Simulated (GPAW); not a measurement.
Crystal: Cu.

```
Cu
1.0
     2.53410    0.00000    0.00000
    -1.26705    2.19459    0.00000
     0.00000    0.00000    4.11257
Cu
2
Direct
  0.66667 0.33333 0.75000
  0.33333 0.66667 0.25000
```

This isn't the form of Cu at room conditions, which is fcc.

| Property | Result |
| --- | --- |
| Program | GPAW 26.7.0 |
| Task | relaxation of cell and atoms |
| Functional | PBEsol |
| Dispersion | D3(BJ)+ATM |
| Potentials or basis | PAW data sets generated in the run's folder for this functional |
| Cutoff | 600 eV |
| Basis | pw |
| k mesh | 10 × 10 × 6 |
| Occupations | fermi-dirac, width 0.05 eV |
| Spin | no spin polarisation |

At the start: pressure -4.9 GPa; volume 11.44 Å³/atom.

Task: How do energy, volume and symmetry change on relaxing?

Result: Over 3 steps the energy falls by 4.6 meV/atom and the volume is 11.10 Å³/atom (-3.0 %); space group P6_3/mmc (No. 194, to 0.05 Å).

The path:
| step | energy change (eV) | largest force (eV/Å) | pressure (GPa) | volume (Å³) |
| --- | --- | --- | --- | --- |
| 1 | 0.0000 | 0.0000 | -4.89 | 22.87 |
| 2 | -0.0043 | 0.0000 | -3.70 | 22.70 |
| 3 | -0.0093 | 0.0000 | 0.19 | 22.19 |

Final structure:
```
Cu
1.0
     2.50909    0.00000    0.00000
    -1.25454    2.17293    0.00000
     0.00000    0.00000    4.07075
Cu
2
Direct
  0.66667 0.33333 0.75000
  0.33333 0.66667 0.25000
```

Caveat: with this Cu data set, volumes or pressures lay over 1.5 % or 2 GPa off other programs in two to four cells of ten; later steps reuse the first step's grids; pairwise dispersion overbinds metals, which lowers pressure and volume.
